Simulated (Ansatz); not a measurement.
**Ti: element swaps in one structure**

One table from this session's results is given with a row withheld; the runs are named, their logs left out.

Program: Ansatz 0.2.0. Level of theory: DFT PBEsol, scalar-relativistic, plane waves, PAW. These are calculated values, not measurements.

### The starting structure

It takes space group P6_3/mmc (No. 194, hexagonal). Conventional cell: a = 2.900 Å, b = 2.900 Å, c = 4.591 Å, α = 90.00°, β = 90.00°, γ = 120.00°. Ti (site symmetry -6m2) has 12 Ti at 2.84 to 2.90 Å as nearest neighbours.

Structure file:

```xyz
2
Lattice="2.9004 0.0000 0.0000 -1.4502 2.5119 0.0000 0.0000 0.0000 4.5910" Properties=species:S:1:pos:R:3 pbc="T T T"
Ti    0.0000    1.6746    1.1477
Ti    1.4502    0.8373    3.4432
```

It is the result of an earlier relaxation at this level (volume 16.72 Å³/atom; gap on the mesh: none (metal)).

The first run:

input.yaml

```yaml
crystal:
  lattice:
    - [2.7234704832, 0.0, 0.0]
    - [-1.3617352416, 2.3585946249, 0.0]
    - [0.0, 0.0, 4.3108796116]
  atoms:
    - { symbol: Ru, position: [0.3333333333, 0.6666666667, 0.25] }
    - { symbol: Ru, position: [0.6666666667, 0.3333333333, 0.75] }
basis:
  ecutwfc: 420
kpoints:
  mp_grid: { grid: [6, 6, 4] }
hamiltonian:
  xc: pbesol
scf:
  occupations: { method: gaussian, width: 0.1 }
output:
  forces: true
  stress: true
  eigenvalues: true
```

On the command line:

```sh
$ ansatz run input.yaml --threads 1 --pin off --max-ram 2560MiB --backend cpu --events-out ev --progress --plain --runs-dir out
```

Among the steps run: A first look at the start (Ru); Rough relaxation on the coarse mesh (Ru); Full relaxation (Ru).

One table of the session follows, with a row left open; its other results are not shown here.

Lengths are those of the vectors of the cell that was run:

| swap | volume (Å³/atom) | a (Å) | b (Å) | c (Å) |
| --- | --- | --- | --- | --- |
| none | 16.72 | 2.900 | 2.900 | 4.591 |
| Ti → Si | 13.98 | 2.663 | 2.663 | 4.550 |
| Ti → Hf | 21.60 | 3.159 | 3.159 | 5.001 |
| Ti → Ge | ? | ? | ? | ? |
| Ti → Sn | 26.24 | 3.342 | 3.342 | 5.427 |
| Ti → Ru | 13.32 | 2.690 | 2.690 | 4.252 |

Q: Estimate the row for Ti → Ge from the others.

The run gave: volume (Å³/atom): 18.38; a (Å): 2.913; b (Å): 2.913; c (Å): 5.002. In the column «volume (Å³/atom)» it lies between none (16.72) and Ti → Hf (21.60).

Lengths are those of the computed cell. Rows of earlier swaps come from the sessions before.
